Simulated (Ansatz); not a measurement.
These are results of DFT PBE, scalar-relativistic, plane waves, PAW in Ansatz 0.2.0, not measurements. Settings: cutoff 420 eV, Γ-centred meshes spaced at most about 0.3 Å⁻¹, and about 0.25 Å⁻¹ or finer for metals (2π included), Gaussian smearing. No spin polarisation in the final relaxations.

Temperature and zero-point effects are left out.

Two forms of InSe were relaxed alike.

A. Space group R-3m (No. 166), trigonal, a = 4.130 Å, c = 21.903 Å. In on its first site has 6 Se at 3.17 Å; In on its second site has 6 Se at 2.85 Å; Se has 3 In at 2.85 Å and 3 In at 3.17 Å.

B. Space group Fm-3m (No. 225), cubic, a = 5.927 Å. Around In lie 6 Se at 2.96 Å; around Se lie 6 In at 2.96 Å.

Problem. Which would you expect to be lower, and how large is the difference?

Solution. They are level within the accuracy (4 meV/atom apart, with A the lower in these runs). A has space group R-3m (No. 166), 27.0 Å³/atom and no gap on its mesh; B has the rock salt type, space group Fm-3m (No. 225), 26.0 Å³/atom and no gap. Counting Se atoms around In (those within 1.25 times the shortest such distance or 1.15 times the sum of covalent radii; the shortest distance is added where it is long for a bond; a slash parts the counts of unlike sites), A has In 6/6 from 3.2 Å and B has In 6. Both come from invented guesses. The part of the Crystallography Open Database at hand lists InSe in space groups No. 12, 160, 194; no cell shown has one of them.

For metals, differences of a few meV/atom aren't resolved. In Fm-3m an odd number of electrons in the primitive cell allows no gap without spin; a larger cell or a magnetic state could open one. Cells relaxed within their symmetry can be saddle points. The R-3m cell of InSe came from shaking the Fm-3m one.
